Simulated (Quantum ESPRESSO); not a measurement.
A calculation with Quantum ESPRESSO 7.5 of CdO2 (native input, structure typed inline):

pw.in

```
&CONTROL
  calculation = 'scf'
  prefix = 'pwscf'
  outdir = './tmp'
  pseudo_dir = './pseudo'
  tprnfor = .true.
  tstress = .true.
  disk_io = 'low'
/
&SYSTEM
  ibrav = 0
  celldm(1) = 8
  nat = 3
  ntyp = 2
  ecutwfc = 45
  ecutrho = 360
  nbnd = 19
  occupations = 'smearing'
  smearing = 'fd'
  degauss = 0.00367493
/
&ELECTRONS
  conv_thr = 6d-10
  electron_maxstep = 120
  mixing_beta = 0.5
/
ATOMIC_SPECIES
Cd   112.4140 cd_pbesol_v1.uspp.F.UPF
O     15.9990 o_pbesol_v1.2.uspp.F.UPF
CELL_PARAMETERS alat
  0.8211402306677   0.0000000000000   0.0000000000000
 -0.4105701153339   0.7111282998097   0.0000000000000
  0.0000000000000   0.0000000000000   0.9798409480166
ATOMIC_POSITIONS crystal
Cd     0.0000000000    0.0000000000    0.0000000000
O      0.3333333333    0.6666666667    0.2442190000
O      0.6666666667    0.3333333333    0.7557810000
K_POINTS automatic
9 9 7 0 0 0
```

File pp_density.in:

```
&INPUTPP
  prefix = 'pwscf'
  outdir = './tmp'
  filplot = 'density.dat'
  plot_num = 0
/
&PLOT
  nfile = 1
  filepp(1) = 'density.dat'
  iflag = 3
  output_format = 6
  fileout = 'density.cube'
/
```

pp_potential.in

```
&INPUTPP
  prefix = 'pwscf'
  outdir = './tmp'
  filplot = 'potential.dat'
  plot_num = 11
/
&PLOT
  nfile = 1
  filepp(1) = 'potential.dat'
  iflag = 3
  output_format = 6
  fileout = 'potential.cube'
/
```

Potentials or basis: GBRV 1.5 PBEsol.

Launch:

```console
$ OMP_NUM_THREADS=1 mpirun -n 2 pw.x -nk 2 -in pw.in > pw.out
$ OMP_NUM_THREADS=1 mpirun -n 1 pp.x -in pp_density.in > pp_density.out
$ OMP_NUM_THREADS=1 mpirun -n 1 pp.x -in pp_potential.in > pp_potential.out
```

The cell comes from a database or a generator and needn't be the stable form of this composition.

Write the same calculation in another form: ASE script, structure from a POSCAR.

As run:

The input run.py:

```python
import numpy as np
from ase.calculators.espresso import Espresso, EspressoProfile
from ase.io import read

atoms = read('POSCAR')

input_data = {
    'control': {'calculation': 'scf', 'prefix': 'pwscf', 'outdir': './tmp', 'tprnfor': True, 'tstress': True, 'disk_io': 'nowf'},
    'system': {'ecutwfc': 45.0, 'ecutrho': 360.0, 'nbnd': 19, 'occupations': 'smearing', 'smearing': 'fd', 'degauss': 0.00367493},
    'electrons': {'conv_thr': 6e-10, 'electron_maxstep': 120, 'mixing_beta': 0.5},
}
pseudopotentials = {'O': 'o_pbesol_v1.2.uspp.F.UPF', 'Cd': 'cd_pbesol_v1.uspp.F.UPF'}
profile = EspressoProfile(command='mpirun -n 2 pw.x -nk 2', pseudo_dir='pseudo')
dft = Espresso(profile=profile, input_data=input_data, pseudopotentials=pseudopotentials, kpts=(9, 9, 7), koffset=(0, 0, 0))
atoms.calc = dft

print(f'energy {atoms.get_potential_energy():.8f} eV')
print('forces (eV/A)')
print(np.round(atoms.get_forces(), 6))
print('stress (eV/A^3, Voigt)')
print(np.round(atoms.get_stress(), 8))
print(f'Fermi level {dft.get_fermi_level():.4f} eV')
```

The input POSCAR:

```
CdO2
1.0
    3.4762295762      0.0000000000      0.0000000000
   -1.7381147881      3.0105031223      0.0000000000
    0.0000000000      0.0000000000      4.1480760000
Cd O
1 2
Direct
    0.0000000000      0.0000000000      0.0000000000
    0.3333333333      0.6666666667      0.2442190000
    0.6666666667      0.3333333333      0.7557810000
```

Potentials or basis: GBRV 1.5 PBEsol.

Run with:

```console
$ OMP_NUM_THREADS=1 python run.py
```

Both were run:

|  | native input, structure typed inline | ASE script, structure from a POSCAR |
| --- | --- | --- |
| Pressure | -10.1 GPa | -10.1 GPa |
| Largest force | 0.273 eV/Å | 0.273 eV/Å |
| Band gap on the k mesh | none (metal or under the smearing width) | none (metal or under the smearing width) |

Keys that steer only the numerical path or the files written may differ.
